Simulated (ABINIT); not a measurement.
# A GW chain in ABINIT: SiC (F-43m), part 3 of 3

How does a plane-wave GW calculation on SiC (F-43m) run from the first input to the gap?

ABINIT 10.8.3; PBE and many-body steps on it, plane waves. Known limits of the many-body steps: not at the basis limit.

So far. Step 4 (Empty states on the mesh, 6×6×6 mesh, 165 bands): On this mesh the gap is 1.361 eV. Step 5 (Screening, 6×6×6 mesh, 157 bands, screening to 359.2 eV): Local fields lower ε∞ by 9 %.

## Step 6: Self-energy, 6×6×6 mesh, 157 bands, screening to 359.2 eV

The self-energy is evaluated for the states that the input lists, and the levels follow from it, in one-shot runs by the linearised quasiparticle equation.

This step: G0W0 on PBE, plane waves, norm-conserving pseudopotentials.

run.abi

```
acell 3*1.0 Angstrom
rprim 
  -0.000000000000 2.179000000000 2.179000000000
  2.179000000000 -0.000000000000 2.179000000000
  2.179000000000 2.179000000000 -0.000000000000
ntypat 2
znucl 14 6
natom 2
typat 1 2
xred 
  0.000000000000 0.000000000000 0.000000000000
  0.250000000000 0.250000000000 0.250000000000
pp_dirpath "pseudos"
pseudos "Si.upf, C.upf"
ecut 37
ngkpt 6 6 6
nshiftk 1
shiftk 0 0 0
kptopt 1
chksymbreak 0
istwfk *1
occopt 1
irdwfk 1
optdriver 4
nband 157
gwcalctyp 0
ecutsigx 37
symsigma 1
nkptgw 3
kptgw 
  0.0000000000 0.0000000000 0.0000000000
  0.5000000000 0.5000000000 0.0000000000
  0.5000000000 0.0000000000 0.0000000000
bdgw 
  2 8
  3 6
  3 7
ecuteps 13.2
irdscr 1
ppmodel 1
indata_prefix "in"
outdata_prefix "out"
tmpdata_prefix "tmp"
```

Started as:

```bash
OMP_NUM_THREADS=1 mpirun -n 8 abinit run.abi > log
```

Numbers of over 12 decimals in the logs are rounded to 6 here.

Output:

```text
.Version 10.8.3 of ABINIT. v10.8.2 released Aug 2026.

 Symmetries : space group F-4 3 m (#216); Bravais cF (face-center cubic)
[... echo of the input left out ...]
== DATASET  1 ==================================================================
-   mpi_nproc: 8, omp_nthreads: 1 (-1 if OMP is not activated)

--- !DatasetInfo
iteration_state: {dtset: 1, }
dimensions: {natom: 2, nkpt: 16, mband: 157, nsppol: 1, nspinor: 1, nspden: 1, mpw: 1524, }
cutoff_energies: {ecut:  37.0, pawecutdg:  -1.0, }
electrons: {nelect:   8.00000000E+00, charge:   0.00000000E+00, occopt:   1.00000000E+00, tsmear:   1.00000000E-02, }

 SIGMA: Calculation of the GW corrections

 Based on a program developped by R.W. Godby, V. Olevano, G. Onida, and L. Reining.
 Incorporated in ABINIT by V. Olevano, G.-M. Rignanese, and M. Torrent.
.Using double precision arithmetic ; gwpc =  8

[... cell and pseudopotentials left out ...]
--------------------------------------------------------------------------------

 ==== K-mesh for the wavefunctions ====
 Number of points in the irreducible wedge :    16
[... list of points left out ...]
 Together with 24 symmetry operations and time-reversal symmetry
 yields   216 points in the full Brillouin Zone.

 ==== Q-mesh for screening function ====
 Number of points in the irreducible wedge :    16
[... list of points left out ...]
 Together with 24 symmetry operations and time-reversal symmetry
 yields   216 points in the full Brillouin Zone.

 vcoul_init : cutoff-mode = AUXILIARY_FUNCTION
 q-points for optical limit:   1
     1)      0.000010    0.000020    0.000030
 setmesh: FFT mesh size selected  =    32x   32x   32
          total number of points  =        32768

 Number of electrons calculated from density =    8.0000; Expected =    8.0000
 average of density, n =  0.057292
 r_s =    1.6092
 omega_plasma =   23.0888 [eV]

 === KS Band Gaps ===
  >>>> For spin  1
   Minimum direct gap =   4.5530 [eV], located at k-point      :   0.5000  0.5000  0.0000
   Fundamental gap    =   1.3613 [eV], Top of valence bands at :   0.0000  0.0000  0.0000
                                       Bottom of conduction at :   0.5000  0.5000  0.0000
 SIGMA fundamental parameters:
 PLASMON POLE MODEL  1
 number of plane-waves for SigmaX                 1459
 number of plane-waves for SigmaC and W            331
 number of plane-waves for wavefunctions          1459
 number of bands                                   157
 number of independent spin polarizations            1
 number of spinorial components                      1
 number of k-points in IBZ                          16
 number of q-points in IBZ                          16
 number of symmetry operations                      24
 number of k-points in BZ                          216
 number of q-points in BZ                          216
 number of frequencies for dSigma/dE                 9
 frequency step for dSigma/dE [eV]                0.25
 number of omega for Sigma on real axis              0
 max omega for Sigma on real axis  [eV]           0.00
 zcut for avoiding poles [eV]                     0.10

 EPSILON^-1 parameters (SCR file):
 dimension of the eps^-1 matrix on file            331
 dimension of the eps^-1 matrix used               331
 number of plane-waves for wavefunctions          1459
 number of bands                                   157
 number of q-points in IBZ                          16
 number of frequencies                               2
 number of real frequencies                          1
 number of imag frequencies                          1

 matrix elements of self-energy operator (all in [eV])

 Perturbative Calculation

--- !SelfEnergy_ee
iteration_state: {dtset: 1, }
kpoint     : [   0.000,    0.000,    0.000, ]
spin       : 1
KS_gap     :    6.223
QP_gap     :    7.133
Delta_QP_KS:    0.910
data: !SigmaeeData |
     Band     E0 <VxcDFT>   SigX SigC(E0)      Z dSigC/dE  Sig(E)    E-E0       E
        2   6.835 -14.930 -17.579   1.809   0.792  -0.263 -15.595  -0.665   6.170
        3   6.835 -14.930 -17.579   1.809   0.792  -0.263 -15.595  -0.665   6.170
        4   6.835 -14.930 -17.579   1.809   0.792  -0.263 -15.595  -0.665   6.170
        5  13.058 -13.213  -7.543  -5.360   0.790  -0.266 -12.968   0.245  13.303
        6  14.146 -11.327  -5.827  -5.171   0.805  -0.242 -11.062   0.265  14.411
        7  14.146 -11.327  -5.827  -5.171   0.805  -0.242 -11.062   0.265  14.411
        8  14.146 -11.327  -5.827  -5.171   0.805  -0.242 -11.062   0.265  14.411

--- !SelfEnergy_ee
iteration_state: {dtset: 1, }
kpoint     : [   0.500,    0.500,    0.000, ]
spin       : 1
KS_gap     :    4.553
QP_gap     :    5.611
Delta_QP_KS:    1.058
data: !SigmaeeData |
     Band     E0 <VxcDFT>   SigX SigC(E0)      Z dSigC/dE  Sig(E)    E-E0       E
        3   3.643 -13.567 -17.441   2.658   0.782  -0.278 -14.518  -0.951   2.692
        4   3.643 -13.567 -17.441   2.658   0.782  -0.278 -14.518  -0.951   2.692
        5   8.196 -10.505  -6.372  -4.003   0.820  -0.220 -10.398   0.107   8.303
        6  11.168 -10.770  -5.961  -4.475   0.822  -0.217 -10.495   0.275  11.443

--- !SelfEnergy_ee
iteration_state: {dtset: 1, }
kpoint     : [   0.500,    0.000,    0.000, ]
spin       : 1
KS_gap     :    6.485
QP_gap     :    7.529
Delta_QP_KS:    1.044
data: !SigmaeeData |
     Band     E0 <VxcDFT>   SigX SigC(E0)      Z dSigC/dE  Sig(E)    E-E0       E
        3   5.780 -14.503 -17.586   2.095   0.789  -0.267 -15.283  -0.780   5.000
        4   5.780 -14.503 -17.586   2.095   0.789  -0.267 -15.283  -0.780   5.000
        5  12.265 -12.167  -6.917  -4.922   0.805  -0.243 -11.903   0.264  12.530
        6  14.070 -10.984  -5.433  -5.135   0.810  -0.235 -10.647   0.337  14.407
        7  14.070 -10.984  -5.433  -5.135   0.810  -0.235 -10.647   0.337  14.407

== END DATASET(S) ==============================================================
================================================================================

 -outvars: echo values of variables after computation  --------
           etotal      0.0000000000E+00
            nband         157
             nkpt          16
          spgroup         216
 [... the other variables as echoed above ...]

 Calculation completed.
```

Wall time 34 s (8 MPI ranks of Arm Neoverse V2, shared host); peak memory 2.1 GiB.

This step gave:

- G0W0 gap on the points computed: 2.133 eV
- starting gap on the mesh: 1.361 eV
- k of the valence top: 0, 0, 0
- k of the conduction bottom: 0.5, 0.5, 0
- Z at the valence top: 0.792
- Z at the conduction bottom: 0.82
- least direct G0W0 gap on the computed points: 5.611 eV

The gap on the mesh goes from 1.36 eV to 2.13 eV, a correction of +0.77 eV.

Limits: finite bands, cutoff and mesh. v1 is the top filled band, c1 the lowest empty one. The levels before and after the correction (eV, zero at the valence-band top of each column):

```tsv
	conduction bottom	valence top
Kohn-Sham	1.36	0.00
G0W0	2.13	0.00
```

```tsv
	level	energy (eV)
Kohn-Sham	Γ v3-v1	0.000
Kohn-Sham	Γ c1	6.223
Kohn-Sham	Γ c2-c4	7.311
Kohn-Sham	(0.5 0.5 0) v2-v1	-3.192
Kohn-Sham	(0.5 0.5 0) c1	1.361
Kohn-Sham	(0.5 0.5 0) c2	4.333
G0W0	Γ v3-v1	0.000
G0W0	Γ c1	7.133
G0W0	Γ c2-c4	8.241
G0W0	(0.5 0.5 0) v2-v1	-3.478
G0W0	(0.5 0.5 0) c1	2.133
G0W0	(0.5 0.5 0) c2	5.273
```

## Step 7: Where the time went

Times are wall times on 8 MPI ranks of Arm Neoverse V2, shared host, good to a factor of about two.

```tsv
step	time	share	memory (GiB)
ground state	2.6 s	3 %	0.07
bands along the symmetry lines	2.5 s	3 %	0.07
empty states on the mesh	6.8 s	8 %	1.5
screening	39 s	46 %	1.6
self-energy	34 s	40 %	2.1
```

## Step 8: Outcome

| Property | Result |
| --- | --- |
| PBE gap | 1.36 eV, indirect |
| G0W0 gap on the mesh | 2.13 eV |
| GW settings | 6×6×6 mesh, 157 bands, screening to 359.2 eV, Godby-Needs plasmon pole |
| known limits | not at the basis limit |

What this shows: G0W0 moves the gap on the mesh from 1.36 eV to 2.13 eV (+0.77 eV), with Z of 0.79 and 0.82 at the edges. Local fields lower the RPA ε∞ on this mesh from 7.74 to 7.08. Only 3 of the mesh's irreducible points were corrected, so a valley elsewhere could overtake. Against experiment, by G0W0@PBE: the gap of 2.13 eV lies −0.27 eV from the measured 2.4 eV (indirect, 2018); the gap of 2.13 eV lies −0.26 eV from the measured 2.39 eV (kind not stated, quoted 2020). The calculation has static nuclei and no excitons; a measured gap holds zero-point and thermal motion, which mostly lowers it. Bands and cutoff are finite, so the gap is not at the basis limit. The miss can reach some tenths of an eV and take either sign; the mesh is an error of its own. In the G0W0 run levels were corrected at 3 k points alone, so a gap called «on the mesh» is the least over those, and an edge elsewhere would be missed.

[Paths, hosts, dates, memory and timing lines, banners, echoed tables and standing remarks are left out of the program output.]

[Logs are printed without paths, hosts, clocks, repeated set-up lines and the standing remarks that a program may print on its own settings, such as how far it seeks lower states.]

[Runs of the session that timed out or met a known fault of the program may be left out.]

[Hosts, paths, dates, database ids (printed as entryN), source tags and the programs' standing remarks are cut or masked in the printed files.]

[G0W0 gaps are taken among the corrected bands and points alone; a level outside them can change the order at an edge.]

[Where Ansatz stands beside ABINIT at settings called matched, ABINIT's density can come from a denser mesh and the files from another edition; pairs whose starting gaps differed by over 0.03 eV were left out, so agreement reads better than it is.]
